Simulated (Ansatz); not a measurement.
Al2Pt:

```
Pt Al
1.0
     0.00000    2.95500    2.95500
     2.95500    0.00000    2.95500
     2.95500    2.95500    0.00000
Pt Al
1 2
Direct
  0.00000 0.00000 0.00000
  0.75000 0.75000 0.75000
  0.25000 0.25000 0.25000
```

```yaml
Program: Ansatz 0.2.0
Task: single point
Functional: PBE
Potentials_or_basis: all-electron LAPW, scalar-relativistic
Cutoff: 257 eV (chosen from the basis error)
Basis_error_allowed: 0.001 eV/atom
k_mesh: 8 × 8 × 8
Occupations: fermi-dirac, width 0.05 eV
Spin: no spin polarisation
```

On this cell: pressure 2.5 GPa; largest force zero by symmetry; band gap on the k mesh none (metal or under the smearing width).

The same run follows on a disturbed copy (atoms moved at random, drawn with an rms of 0.05 Å):

```
CELL_PARAMETERS angstrom
0.00000 2.95500 2.95500
2.95500 0.00000 2.95500
2.95500 2.95500 0.00000
ATOMIC_POSITIONS crystal
Pt 0.01173 0.98495 0.99436
Al 0.75402 0.75336 0.74357
Al 0.25103 0.24881 0.25647
```

What does the disturbed cell give?

The energy (extrapolated to zero smearing) moves by +7.9 meV/atom; pressure 2.8 GPa; largest force 0.578 eV/Å; band gap on the k mesh none (metal or under the smearing width).

Forces in eV/Å, atoms in the order of the input:
```
Pt   0.552 -0.077  0.155
Al  -0.167  0.142 -0.164
Al  -0.385 -0.065  0.009
```

Stress tensor (GPa, compression positive):
```
 2.64  0.51 -0.63
 0.51  2.83 -0.67
-0.63 -0.67  2.80
```
